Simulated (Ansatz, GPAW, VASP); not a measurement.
# One calculation of CdSe, 4 ways

```
Cd Se
1.0
     0.00000    3.07027    3.07027
     3.07027    0.00000    3.07027
     3.07027    3.07027    0.00000
Cd Se
1 1
Direct
  0.00000 0.00000 0.00000
  0.25000 0.25000 0.25000
```

The cell is a database's computed one, not the measured one.

Alike in all runs: task single point; functional PBEsol; k mesh 8 × 8 × 8; occupations gaussian, width 0.02 eV; no spin polarisation; no spin-orbit coupling. Pressure is positive in compression and, in plane waves, holds the error of the finite cutoff, which Ansatz's Pulay term estimates and takes out.

```csv
program and potentials,plane-wave cutoff (eV),notes,band gap (eV),pressure (GPa)
"Ansatz, Ansatz PAW",420,"potentials made for PBE, which Ansatz adapts in part; 18 valence electrons an atom on average; Pulay term of +0.02 GPa included",0.43,-1.41
"Ansatz, all-electron LAPW, scalar-relativistic",-,-,?,?
"VASP, PBE PAW files Cd, Se, 520 eV",520,potentials made for PBE; 9 valence electrons an atom on average,0.43,-1.11
"GPAW, PAW data sets generated for this functional",600,9 valence electrons an atom on average,0.42,-1.59
```

Q: Estimate from the other rows what the run with Ansatz, all-electron LAPW, scalar-relativistic gave.

A: Band gap 0.43 eV; pressure -1.39 GPa. The other rows, which needn't bracket it: band gap 0.42 to 0.43; pressure -1.59 to -1.11.
